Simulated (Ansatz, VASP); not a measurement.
This is a calculation of AlNi3 for Ansatz 0.2.0. The cell is a database's computed one, not the measured one.

input.yaml

```yaml
crystal:
  lattice:
    - [3.5230547267, 0.0, 0.0]
    - [0.0, 3.5230547267, 0.0]
    - [0.0, 0.0, 3.5230547267]
  atoms:
    - { symbol: Ni, position: [0.5, 0.5, 0.0], spin: 1.0 }
    - { symbol: Ni, position: [0.5, 0.0, 0.5], spin: 1.0 }
    - { symbol: Ni, position: [0.0, 0.5, 0.5], spin: 1.0 }
    - { symbol: Al, position: [0.0, 0.0, 0.0] }
hamiltonian:
  xc: pbesol
  pseudopotentials: { kind: paw }
magnetization:
  spin_polarized: true
kpoints:
  mp_grid: { grid: [8, 8, 8] }
scf:
  occupations: { method: fermi_dirac, width: 0.05 }
output:
  forces: true
  stress: true
relax:
  f_tol: 0.01
  max_steps: 40
  cell: { stress_tol: 0.05 }
```

Potentials or basis: Ansatz PAW.

Command:

```bash
$ ansatz run input.yaml --threads 2 --pin off --max-ram 5632MiB --backend cpu --events-out ev --progress --plain --runs-dir out
```

Question: Translate it to VASP 6.6.1. Potentials or basis there: PBE PAW files Al, Ni, 600 eV.

Answer: As run (cutoffs and basis follow the program's own potentials, and thresholds, step limits or extra output files can differ):

Contents of INCAR:

```
PREC = Accurate ; ENCUT = 600
EDIFF = 1E-6 ; ISMEAR = -1
SIGMA = 0.05 ; LREAL = False
LASPH = True ; NELM = 100
ALGO = Normal ; ISIF = 3
LWAVE = False ; LCHARG = False
ISPIN = 2 ; MAGMOM = 1 1 1 0
LORBIT = 11 ; LMAXMIX = 4
GGA = PS ; IBRION = 2
NSW = 60 ; EDIFFG = -0.01
KPAR = 2
```

Contents of KPOINTS:

```
regular mesh
0
Gamma
  8 8 8
```

File POSCAR:

```
AlNi3
1.0
    3.5230547267      0.0000000000      0.0000000000
    0.0000000000      3.5230547267      0.0000000000
    0.0000000000      0.0000000000      3.5230547267
Ni Al
3 1
Direct
    0.5000000000      0.5000000000      0.0000000000
    0.5000000000      0.0000000000      0.5000000000
    0.0000000000      0.5000000000      0.5000000000
    0.0000000000      0.0000000000      0.0000000000
```

Potentials or basis: VASP PAW PBE potentials, release 64 (Ni, Al).

Command:

```bash
$ cat potpaw_PBE.64/Ni/POTCAR potpaw_PBE.64/Al/POTCAR > POTCAR
$ mpirun -np 2 vasp_std > vasp.out
```

Both were run:

|  | Ansatz | VASP |
| --- | --- | --- |
| Relaxed volume | 10.90 Å³/atom | 10.90 Å³/atom |
| Relaxed cell | a = 3.519 Å, b = 3.519 Å, c = 3.519 Å, α = 90.00°, β = 90.00°, γ = 90.00° | a = 3.519 Å, b = 3.519 Å, c = 3.519 Å, α = 90.00°, β = 90.00°, γ = 90.00° |
| Space group after relaxing | Pm-3m (No. 221) | Pm-3m (No. 221) |
| Pressure after relaxing | 0.0 GPa | 0.0 GPa |
| Net moment | 0.66 μB per cell | 0.62 μB per cell |

Ansatz's pressure holds a Pulay term of +0.06 GPa for its cutoff of 420 eV, which the other run lacks.

The potentials hold 57 and 33 valence electrons a cell.

Ansatz's potentials were made for PBE. VASP's potentials were made for PBE.

Where Ansatz's input types no cutoff or centring, it takes its own default and a Γ-centred mesh.

The magnetic state is the one that the start led to; the real crystal's order can differ.

Pressure is positive in compression.
